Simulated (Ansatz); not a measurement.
Computed with Ansatz 0.2.0, DFT PBE+D3(BJ), scalar-relativistic, plane waves, PAW. Settings: cutoff 420 eV, Γ-centred meshes spaced at most about 0.3 Å⁻¹, and about 0.25 Å⁻¹ or finer for metals (2π included), Gaussian smearing. No spin polarisation.

All energies are static (0 K, no zero-point motion). Both are relaxed sheets, periodic along a and b.

Two relaxed structures of SnO2:

A.

```xyz
6
Lattice="2.8139 0.0000 0.0000 0.0000 2.8139 0.0000 0.0000 0.0000 37.2423" Properties=species:S:1:pos:R:3 pbc="T T F"
Sn    0.0000    0.0000    8.3541
Sn    1.4070    1.4070   12.6459
O     1.4070    1.4070    9.5233
O     1.4070    1.4070    7.1562
O     0.0000    0.0000   13.8438
O     0.0000    0.0000   11.4767
```

B.

```xyz
6
Lattice="2.8049 0.0000 0.0000 0.0000 2.8049 0.0000 0.0000 0.0000 38.1727" Properties=species:S:1:pos:R:3 pbc="T T F"
Sn    0.0000    2.8049    7.8700
Sn    0.0000    2.8049   13.1300
O     1.4025    1.4025    9.0653
O     1.4025    1.4025    6.6817
O     1.4025    1.4025   14.3183
O     1.4025    1.4025   11.9347
```

Question: Which would you expect to be lower, and how large is the difference?

Answer: A is lower, by 22 meV/atom. A has layer group p4/nmm (No. 64), 1.3 Å²/atom and no gap on its mesh; B has layer group p4/mmm (No. 61), 1.3 Å²/atom and no gap. Counting O atoms around Sn (those within 1.25 times the shortest such distance or 1.15 times the sum of covalent radii), A and B both have Sn 8. Both come from invented guesses.

For metals, differences of a few meV/atom aren't resolved. Cells relaxed within their symmetry can be saddle points.
